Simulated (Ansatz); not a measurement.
Wires are cut from relaxed bulk SiC (F-43m, 10.50 Å³/atom, gap on the mesh 1.37 eV); atoms and period are relaxed, and energies count from that bulk.

Method: Ansatz, DFT PBE, scalar-relativistic, plane waves, PAW.

Cutoff 420 eV, Gaussian smearing of 0.05 eV, energies at zero smearing, symmetry of each start kept, collinear spin where a moment is listed.

| start | atoms | k mesh | excess energy (eV per host atom) | line energy (eV/Å) | period (Å) | gap on the mesh (eV) | size of the moment (μB per cell) | highest filled level or Fermi level under vacuum (eV) |
| --- | --- | --- | --- | --- | --- | --- | --- | --- |
| [001] wire, 8 host atoms a period* | 8 | 1×1×8 | 1.421 | 3.657 | 3.108 | 0.64 | 0.00 | - |
| [001] wire, 12 host atoms a period | 12 | 1×1×8 | 1.560 | 4.143 | 4.519 | 0.53 | 0.00 | 5.45 |

* ends far from its start.

Each run keeps its start's symmetry and one magnetic start, so lower states can exist.

Cost: 2 runs of about 25 core-minutes in all, on Intel Xeon 6975P-C (Granite Rapids) (shared hosts).